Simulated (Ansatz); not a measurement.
# 1/2<111> screw dislocation dipole in Li (120 atoms): a single point, part 3 of 3

Wanted: forces, charges and levels of 1/2<111> screw dislocation dipole in Li (120 atoms).

Ansatz 0.2.0; Kohn-Sham DFT, PBE, PAW (set soft_2), plane waves.

The cell: 120 Li. The cell is under 6 Å thick along one periodic direction. The host structure and its lattice constant were typed by rule, without a check against the phase diagram.

So far. Step 2 (Plane-wave single point): Löwdin charges run from +0.08 to +0.10 e, about a mean that is the spilled charge alone. Among metals such projection charges depend strongly on the orbitals used and are no measure of ionicity. Step 3 (Local order): A closer look about Li94, which bears the longest force: 11 atoms, nearest first, numbered in the order of the input, with positions taken from that point.

## Step 6: Support functions high

The cell is solved in localised support functions. The level high gives here a grid of 162×120×18 points and a radius of 4.98 Å.

This step: Kohn-Sham DFT, PBE, PAW (set soft_2), localised support functions (high) (Ansatz 0.2.0).

The input, input.yaml:

```yaml
crystal:
  lattice:
    - [34.39084, 0.0, 0.0]
    - [0.0, 24.81945, -1.51985]
    - [0.0, 0.0, 3.03975]
  atoms:
    [... the 120 atom lines of step 2 ...]
kpoints:
  mp_grid: { grid: [1, 1, 7] }
hamiltonian:
  xc: pbe
scf:
  occupations: { method: methfessel_paxton, width: 0.15 }
  eigensolver: { kind: { support_functions: { accuracy: high } } }
  max_iter: 150
output:
  forces: true
  eigenvalues: true
```

Run with:

```console
$ ansatz run input.yaml --threads 4 --pin off --max-ram 8192MiB --backend cpu --events-out ev --progress --plain --runs-dir out
```

Numbers of over 12 decimals in the logs are rounded to 6 here.

What it wrote:

```text
Warning: scf.eigensolver.kind.support_functions: disabling space-group detection — the functions' gradient is summed over unrotated k-points, so no spatial operation reduces the k-mesh or symmetrises the density; time reversal is kept, so that k and −k are solved as one point where they differ and the mesh holds both, and exact exchange and, on two spinor components, a DFT+U term hold to it where the run has them: [...]
settings of this run that can trade accuracy for cost: scf.eigensolver.kind.support_functions [...]
Engine: ansatz 0.2.0, aarch64-unknown-linux-gnu
Pseudopotentials: kind: paw
Pseudopotential: Li, paw, valence charge 3, recommended cutoff 420 eV (normal), Li.paw.azcp
[... 5 lines on functional and potentials left out ...]
Crystal: 120 atoms, lattice volume = 2594.614 Å³
Basis set: ecut = 420 eV, 50437 PW (Γ), exchange–correlation on 480×360×48 points (8 copies of the dense FFT grid, shifted against one another)
Bands: 216, of which v1, the nominal top of the filled ones, is band 180 counted from 1 (179 counted from 0)
Symmetry: 1 space group operations
k-points: 4 of 7 (time reversal used)
[... 3 lines on functional and potentials left out ...]
Initial density: superposition of atomic densities (chi_scale 0.1, normalization cell)
Initial wavefunctions: pseudopotential atomic-orbital guess
Eigensolver: Support functions (high, 162×120×18 points, laid for a spacing of at most 0.220337 Å, radius 4.984632 Å, 0 species' potentials softened for the grid, 1 wholly corrected for its errors in the mean over positions, 1 with the egg-box correction, energy correction by stochastic trace)
Functional: x = pbe(κ = 0.804, μ = 0.219515), c = pbe(β = 0.066725)
SCF iter   1: F=—  HF=-24555.025553 eV  |F-HF|=—  |Δ(HF+E_count)|=         —  Δρ=3.97e-3  dr2=7.39e-1  ethr=1.00e-1
preconditioner: auto → Kerker (q_TF=auto, 1.963 Å⁻¹)  [metal: Δε(μ)=0.015 eV  Ē_g=2.133 eV  σ=0.150 eV  W_gap=0.09  n_scr=258 (ndim 8)  ℏωp=8.0 eV  f_vac=0.000  D(μ)=46.96/eV (n_scr^D=224)]
SCF iter   2: F=—  HF=-24561.951375 eV  |F-HF|=—  |Δ(HF+E_count)|=    6.93e0  S|Δr|=    0.00e0  Δρ=2.00e-3  dr2=1.28e-1  ethr=2.05e-4
SCF iter   3: F=—  HF=-24561.977342 eV  |F-HF|=—  |Δ(HF+E_count)|=   2.60e-2  S|Δr|=    0.00e0  Δρ=7.89e-4  dr2=2.40e-2  ethr=3.55e-5  κ⁻¹=1.0e0(r=1)
SCF iter   4: F=—  HF=-24561.989080 eV  |F-HF|=—  |Δ(HF+E_count)|=   1.17e-2  S|Δr|=    0.00e0  Δρ=2.01e-4  dr2=7.21e-4  ethr=6.68e-6  κ⁻¹=2.9e-3(r=2)
SCF iter   5: F=—  HF=-24561.989438 eV  |F-HF|=—  |Δ(HF+E_count)|=   3.58e-4  S|Δr|=    0.00e0  Δρ=8.27e-5  dr2=5.02e-5  ethr=2.00e-7  κ⁻¹=1.4e-4(r=3)
SCF iter   6: F=—  HF=-24561.989357 eV  |F-HF|=—  |Δ(HF+E_count)|=   8.13e-5  S|Δr|=    0.00e0  Δρ=2.22e-5  dr2=7.48e-6  ethr=1.39e-8  κ⁻¹=6.3e-5(r=4)
[...]
the highest band holds -4.483e-2 of 2 at k-index 0, k = (0.0000, 0.0000, 0.0000), in size over the threshold 1e-3 (by scf.eigensolver.empty_state_threshold) — raise scf.n_extra_bands (try 252 bands in all)
SCF 1 converged in 15 iterations: F = -24561.989887 eV  dr2 = 1.98e-11
[...]
WARN: output.eigenvalues: not made: the band table holds the support functions' own levels, none solved on their whole grid: all bands hold charge; raise scf.n_extra_bands. The run goes on to what it still can, and will not end as completed
SCF converged after 15 iterations
Stability not checked: this state was not tested for a lower state beside it, because cold or Methfessel-Paxton smearing, or corrected tetrahedra, fill the levels in a way that the test cannot read (fill_not_monotonic; see scf.lower_state_search)
Free energy (F): -24561.989887 eV
Harris-Foulkes:  -24561.989887 eV  (|F-HF|=7.28e-12)
Internal energy: -24562.019707 eV  (E = F + TS)
E sigma→0 (E₀):  -24561.997342 eV
Entropy (-TS):   0.029820 eV (0.249 meV/atom)
Fermi energy:    0.815775 eV
--- Per-component energies (eV) ---
  E_band       = -11055.770029
  E_kinetic    = 2517.816032
  E_local      = -16101.655947  (includes V_loc(G=0)·N_el)
  E_nonlocal   = -3992.865319
  E_grid_corr  = -0.001366  (part of E_nonlocal)
  E_hartree    = 4787.944936
  E_xc         = -1195.929194
  E_vxc        = -1539.044799  (∫ρ·V_xc dr)
  E_paw        = -2520.181881  (= ΣΔE_a)
  E_vpaw       = -1515.911797  (= ΣTr[D̂ρ^β])
  E_aug_tail   = 0.001459  (compensation charges beyond the density's cutoff)
  E_ewald      = -8057.149547
  E_smearing   = 0.029820  (= −TS)
  E_closure    = -0.000000  (closes the sum)
  E_support_correction = -0.000245  (second-order, or where that is not computed along the SCF)
  E_support_correction_error = 2.5e-5  (of E_support_correction; not in F)
  Σ components = -24561.989887   (vs F -24561.989887, Δ=0.00e0)
--- Forces (eV/Å), atoms counted from 1 ---
  atom   1  Li    -0.04820325     0.02482116    -0.00900049
  atom   2  Li     0.03290486    -0.02746238     0.02069854
  atom   3  Li    -0.05803087     0.01240473     0.00202580
  atom   4  Li     0.02771475    -0.03421309     0.01585146
  atom   5  Li    -0.00266520     0.01629060    -0.01726734
  atom   6  Li     0.03672536     0.00199783    -0.00463142
  atom   7  Li    -0.00809367    -0.00537714     0.00881565
  atom   8  Li    -0.04236924    -0.00245760     0.01127856
[...]
atom  13  Li     0.02848538     0.00855720    -0.00854906
  atom  14  Li    -0.03077864     0.00574208     0.00374121
[...]
atom 119  Li     0.01490108     0.00891274    -0.00084638
  atom 120  Li    -0.01251550     0.00027566    -0.00309059
  max |Σ_I F_I| component: 4.90e-4 eV/Å
--- Band table (eV) ---
  k-point 0: bands = ["-45.8622", "-45.8541", "-45.8474", "-45.8398", [... 200 levels ...], "0.7859", "0.8677", "0.8703", "0.8725", "0.8800", "1.0398", "1.0407", "1.0457", "1.0459", "1.0540", "1.0553", "1.0579"]
[...]
settings of this run that can trade accuracy for cost: scf.eigensolver.kind.support_functions [...]
Error: the band table holds the support functions' own levels, none solved on their whole grid: all bands hold charge; raise scf.n_extra_bands
```

Elapsed: 6.7 min, on 4 threads of Arm Neoverse V2, shared host; peak memory 5.8 GiB.

The run ended with an error after its SCF loop had closed; no result of it is taken.

The program's message: “Error: the band table holds the support functions' own levels, none solved on their whole grid: all bands hold charge; raise scf.n_extra_bands”

## Step 7: Support functions medium, radius 3.33 Å

The radius confines each support function; a larger one gives more freedom and more work per atom.

This step: Kohn-Sham DFT, PBE, PAW (set soft_2), localised support functions (medium) (Ansatz 0.2.0).

input.yaml, the sections that differ from step 6:

```yaml
scf:
  occupations: { method: methfessel_paxton, width: 0.15 }
  eigensolver: { kind: { support_functions: { accuracy: medium, radius: 3.33 } } }
  max_iter: 150
# crystal, kpoints, hamiltonian, output: as in step 6
```

What it wrote:

```text
Warning: scf.eigensolver.kind.support_functions: disabling space-group detection — the functions' gradient is summed over unrotated k-points, so no spatial operation reduces the k-mesh or symmetrises the density; time reversal is kept, so that k and −k are solved as one point where they differ and the mesh holds both, and exact exchange and, on two spinor components, a DFT+U term hold to it where the run has them: [...]
settings of this run that can trade accuracy for cost: scf.eigensolver.kind.support_functions [...]
Engine: ansatz 0.2.0, aarch64-unknown-linux-gnu
Pseudopotentials: kind: paw
Pseudopotential: Li, paw, valence charge 3, recommended cutoff 420 eV (normal), Li.paw.azcp
[... 5 lines on functional and potentials left out ...]
Error: SCF: the radius of support functions is under 3.96 Å, the least for these sites at the functions' level (scf.eigensolver.kind.support_functions.accuracy). Use scf.eigensolver.kind: auto, or type scf.eigensolver.kind.support_functions.radius at least as long, [...]
```

It took 0.57 s on 4 threads; peak memory 0.27 GiB.

The program refuses radii under 3.96 Å for these atoms at this level.

## Step 8: Support functions medium, radius 3.67 Å

The radius confines each support function; a larger one gives more freedom and more work per atom.

input.yaml, the sections that differ from step 7:

```yaml
scf:
  occupations: { method: methfessel_paxton, width: 0.15 }
  eigensolver: { kind: { support_functions: { accuracy: medium, radius: 3.67 } } }
  max_iter: 150
# crystal, kpoints, hamiltonian, output: as in step 7
```

What it wrote:

```text
Warning: scf.eigensolver.kind.support_functions: disabling space-group detection — the functions' gradient is summed over unrotated k-points, so no spatial operation reduces the k-mesh or symmetrises the density; time reversal is kept, so that k and −k are solved as one point where they differ and the mesh holds both, and exact exchange and, on two spinor components, a DFT+U term hold to it where the run has them: [...]
settings of this run that can trade accuracy for cost: scf.eigensolver.kind.support_functions [...]
Engine: ansatz 0.2.0, aarch64-unknown-linux-gnu
Pseudopotentials: kind: paw
Pseudopotential: Li, paw, valence charge 3, recommended cutoff 420 eV (normal), Li.paw.azcp
[... 5 lines on functional and potentials left out ...]
Error: SCF: the radius of support functions is under 3.96 Å, the least for these sites at the functions' level (scf.eigensolver.kind.support_functions.accuracy). Use scf.eigensolver.kind: auto, or type scf.eigensolver.kind.support_functions.radius at least as long, [...]
```

The job ended after 0.56 s (4 threads; peak memory 0.26 GiB).

The program refuses radii under 3.96 Å for these atoms at this level.

## Step 9: Support functions medium, radius 3.92 Å

The radius confines each support function; a larger one gives more freedom and more work per atom.

input.yaml, the sections that differ from step 8:

```yaml
scf:
  occupations: { method: methfessel_paxton, width: 0.15 }
  eigensolver: { kind: { support_functions: { accuracy: medium, radius: 3.92 } } }
  max_iter: 150
# crystal, kpoints, hamiltonian, output: as in step 8
```

What it wrote:

```text
Warning: scf.eigensolver.kind.support_functions: disabling space-group detection — the functions' gradient is summed over unrotated k-points, so no spatial operation reduces the k-mesh or symmetrises the density; time reversal is kept, so that k and −k are solved as one point where they differ and the mesh holds both, and exact exchange and, on two spinor components, a DFT+U term hold to it where the run has them: [...]
settings of this run that can trade accuracy for cost: scf.eigensolver.kind.support_functions [...]
Engine: ansatz 0.2.0, aarch64-unknown-linux-gnu
Pseudopotentials: kind: paw
Pseudopotential: Li, paw, valence charge 3, recommended cutoff 420 eV (normal), Li.paw.azcp
[... 5 lines on functional and potentials left out ...]
Error: SCF: the radius of support functions is under 3.96 Å, the least for these sites at the functions' level (scf.eigensolver.kind.support_functions.accuracy). Use scf.eigensolver.kind: auto, or type scf.eigensolver.kind.support_functions.radius at least as long, [...]
```

Elapsed: 0.57 s, on 4 threads; peak memory 0.26 GiB.

The program refuses radii under 3.96 Å for these atoms at this level.

Runs without a result: support functions low (error); support functions medium (error); support functions high (error); support functions medium, radius 3.33 Å (error); support functions medium, radius 3.67 Å (error); support functions medium, radius 3.92 Å (error).

## Step 10: Results

- free energy per atom: -204.6829 eV/atom
- density: 0.533 g/cm³
- pressure: -0.8246 GPa
- r.m.s. force component: 0.02661 eV/Å
- wall time of the 4 DFT runs: 16 min

What this shows: 20 levels are partly filled, by over 2 % (on the run's k-points), as in a metal.

[Logs are printed without paths, hosts, clocks, repeated set-up lines and the standing remarks that a program may print on its own settings, such as how far it seeks lower states.]

[Hosts, paths, dates, database ids (printed as entryN), source tags and the programs' standing remarks are cut or masked in the printed files.]
